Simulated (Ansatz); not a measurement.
A strain series on RbBr (rocksalt): uniaxial along x, other directions held

RbBr (rocksalt), relaxed with r2SCAN in the plane-wave code Ansatz, then strained (uniaxial along x, other directions held; changes of length per length, axes as in the cell below) with the atoms relaxed again within the symmetry that is left. Space group Fm-3m (No. 225), cubic; a = 6.922 Å in the conventional setting, 41.45 Å³ an atom. Around Rb lie 6 Br at 3.46 Å; around Br lie 6 Rb at 3.46 Å. Spin-unpolarised throughout; all numbers are computed.

```yaml
crystal:
  lattice:
    - [0.00000, 3.46083, 3.46083]
    - [3.46083, 0.00000, 3.46083]
    - [3.46083, 3.46083, 0.00000]
  atoms:
    - { symbol: Rb, position: [0.00000, 0.00000, 0.00000] }
    - { symbol: Br, position: [0.50000, 0.50000, 0.50000] }
```

Gaps are the least over each mesh (PBE 6×6×6, r2SCAN 6×6×6, HSE06 4×4×4 when unstrained) and the special points, which keep their unstrained names; stress is the change from the unstrained cell, compression positive.

```tsv
strain (%)	gap, PBE (eV)	gap, r2SCAN (eV)	gap, HSE06 (eV)	edges, HSE06	stress along the strain, r2SCAN (GPa)	energy rise, r2SCAN (meV/atom)
-5.49	4.363	4.963	5.528	Γ	+2.85	18.1
-1.5	4.317	4.919	5.473	Γ	+0.58	1.2
-1.39	4.315	4.917	5.471	Γ	+0.53	1.0
0.0	4.291	4.893	5.443	Γ	0.00	0.0
+5.07	4.158	4.753	5.299	Γ	-1.22	8.7
+5.43	4.149	4.744	5.290	Γ	-1.28	9.9
```

**Question.** Estimate the row for a strain of -5.74 %.

**Answer.**
```tsv
strain (%)	gap, PBE (eV)	gap, r2SCAN (eV)	gap, HSE06 (eV)	edges, HSE06	stress along the strain, r2SCAN (GPa)	energy rise, r2SCAN (meV/atom)
-5.74	4.364	4.964	5.530	Γ	+3.03	20.0
```

Between zero and the nearest strains the slope of the HSE06 gap against strain is -0.020 eV per percent for negative and -0.028 for positive strain.

The runs are scalar-relativistic, without spin-orbit coupling.

The meshes of the hybrids are coarse, so their gaps aren't converged to the digits shown.
